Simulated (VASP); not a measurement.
ZrO2, 3 atoms in the cell. Symmetry: Fm-3m, No. 225, cubic system. The conventional cell has a = 5.090 Å, b = 5.090 Å, c = 5.090 Å, α = 90.00°, β = 90.00°, γ = 90.00°. Around Zr (site symmetry m-3m) lie 8 O at 2.20 Å. O (site symmetry -43m) has 4 Zr at 2.20 Å as nearest neighbours. Measurements of this composition are mostly on another form, of space group No. 14.

```yaml
Program: VASP 6.6.1
Task: single point
Functional: PBEsol
Potentials_or_basis: VASP PAW PBE potentials, release 64 (Zr_sv, O)
Cutoff: 520 eV
k_mesh: 8 × 8 × 8
Occupations: gaussian, width 0.02 eV
Spin: no spin polarisation
Further_INCAR_settings: ALGO = Normal; EDIFF = 1e-06; NBANDS = 19
```

Potentials or basis: VASP PAW PBE potentials, release 64 (Zr_sv, O).

Command:

```console
$ cat potpaw_PBE.64/Zr_sv/POTCAR potpaw_PBE.64/O/POTCAR > POTCAR
$ mpirun -np 1 vasp_std > vasp.out
```

Hardware: 1 thread of Intel(R) Xeon(R) 6975P-C (Granite Rapids), with other jobs on the host.

Task: How long does it take, and how much memory?

Result: It took 9.5 s on 1 thread of Intel(R) Xeon(R) 6975P-C (Granite Rapids), with other jobs on the host, peak memory 0.16 GiB. Counts: scf iterations 14, k points 29.
